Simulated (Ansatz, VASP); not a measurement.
# One calculation of Si, two programs

```
Si
1.0
     3.84720    0.00000    0.00000
    -1.92360    3.33177    0.00000
     0.00000    0.00000   18.44470
Si
4
Direct
  0.33333 0.66667 0.26958
  0.66667 0.33333 0.24397
  0.00000 0.00000 0.58254
  0.33333 0.66667 0.55693
```

Alike in both runs: task single point; functional PBE; dispersion D3(BJ); k mesh 9 × 9 × 1; occupations gaussian, width 0.1 eV; no spin polarisation.

|  | VASP | Ansatz |
| --- | --- | --- |
| version | VASP 6.6.1 | Ansatz 0.2.0 |
| potentials or method | VASP PAW PBE potentials, release 64 (Si) | scalar-relativistic, plane waves, PAW |
| plane-wave cutoff (eV) | 520 | 420 |
| valence electrons in the cell | 16 | 16 |

```csv
,VASP,Ansatz,Ansatz less VASP
gap on the k mesh at the Fermi level (eV),none,none,-
rms of the force components (eV/Å),0.020,0.021,+0.0014
```

Atom by atom the forces differ by 0.004 eV/Å (rms over components). A gap of «none» marks a metal or a gap that the smearing closes.
